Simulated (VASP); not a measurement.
# WSi₂: training a machine-learned force field on the fly

WSi₂, I4/mmm (no. 139), 36 atoms in the cell. PBE, on-the-fly training of a machine-learned force field; PAW potentials W, Si (PBE set).

Ensemble: NpT; Target temperature (K): 150; Final target temperature (K): 650.

## Input

INCAR.step1:
```
ALGO = Fast ; EDIFF = 1E-5
ENCUT = 320 ; GGA = PE
IBRION = 0 ; ISIF = 3
ISMEAR = -1 ; ISYM = 0
KPAR = 4 ; LANGEVIN_GAMMA = 10 10
LANGEVIN_GAMMA_L = 10 ; LASPH = T
LCHARG = F ; LREAL = Auto
LWAVE = F ; MDALGO = 3
ML_LMLFF = T ; ML_MODE = train
NCORE = 2 ; NELM = 60
NSW = 4000 ; PMASS = 100
POTIM = 2.0 ; PREC = Normal
RANDOM_SEED = 166338 0 0 ; SIGMA = 0.05
TEBEG = 150 ; TEEND = 650
```

INCAR.step2:
```
ALGO = Fast ; EDIFF = 1E-5
ENCUT = 320 ; GGA = PE
ISMEAR = -1 ; ISYM = 0
KPAR = 4 ; LASPH = T
LCHARG = F ; LREAL = Auto
LWAVE = F ; ML_LMLFF = T
ML_MODE = refit ; NCORE = 2
NELM = 60 ; PREC = Normal
SIGMA = 0.05
```

KPOINTS:
```
k-points
0
Monkhorst-Pack
  2 2 2
```

POSCAR:
```
Si2W
1.0
    6.4276000000      0.0000000000      0.0000000000
    0.0000000000      9.6414000000      0.0000000000
    0.0000000000      0.0000000000      7.8299000000
W Si
12 24
Direct
    0.0000000000      0.0000000000      0.0000000000
    0.0000000000      0.3333333333      0.0000000000
    0.0000000000      0.6666666667      0.0000000000
    0.5000000000      0.0000000000      0.0000000000
    0.5000000000      0.3333333333      0.0000000000
    0.5000000000      0.6666666667      0.0000000000
    0.2500000000      0.1666666667      0.5000000000
    0.2500000000      0.5000000000      0.5000000000
    0.2500000000      0.8333333333      0.5000000000
    0.7500000000      0.1666666667      0.5000000000
    0.7500000000      0.5000000000      0.5000000000
    0.7500000000      0.8333333333      0.5000000000
    0.2500000000      0.1666666667      0.1653000000
    0.2500000000      0.5000000000      0.1653000000
    0.2500000000      0.8333333333      0.1653000000
    0.7500000000      0.1666666667      0.1653000000
    0.7500000000      0.5000000000      0.1653000000
    0.7500000000      0.8333333333      0.1653000000
    0.0000000000      0.0000000000      0.3347000000
    0.0000000000      0.3333333333      0.3347000000
    0.0000000000      0.6666666667      0.3347000000
    0.5000000000      0.0000000000      0.3347000000
    0.5000000000      0.3333333333      0.3347000000
    0.5000000000      0.6666666667      0.3347000000
    0.0000000000      0.0000000000      0.6653000000
    0.0000000000      0.3333333333      0.6653000000
    0.0000000000      0.6666666667      0.6653000000
    0.5000000000      0.0000000000      0.6653000000
    0.5000000000      0.3333333333      0.6653000000
    0.5000000000      0.6666666667      0.6653000000
    0.2500000000      0.1666666667      0.8347000000
    0.2500000000      0.5000000000      0.8347000000
    0.2500000000      0.8333333333      0.8347000000
    0.7500000000      0.1666666667      0.8347000000
    0.7500000000      0.5000000000      0.8347000000
    0.7500000000      0.8333333333      0.8347000000
```

Commands (each step's output is kept before the next begins):
```
cat potpaw_PBE.64/W/POTCAR potpaw_PBE.64/Si/POTCAR > POTCAR
cp INCAR.step1 INCAR
mpirun -np 8 vasp_std > vasp.out
cp ML_ABN ../ML_AB1
cp ML_FFN ../ML_FFB
cp ML_ABN ML_AB
cp INCAR.step2 INCAR
mpirun -np 8 vasp_std > vasp.out
cp ML_FFN ../ML_FF
```

## Result

- Force error on the training data (eV/Å): 0.0280
- Energy error on the training data (eV/atom): 0.00063
- Steps with first-principles forces: 99
- Steps in all: 4000

Stages of the training:

| From (K) | To (K) | Steps | With first-principles forces | Force error (eV/Å) |
|---|---|---|---|---|
| 150 | 650 | 4000 | 99 | 0.0319 |

The force field was trained in 4000 steps, 99 of them with a first-principles calculation.

VASP 6.6.1 took 802 s on 8 cores (AMD EPYC 9R45 (Zen 5)), a shared host.
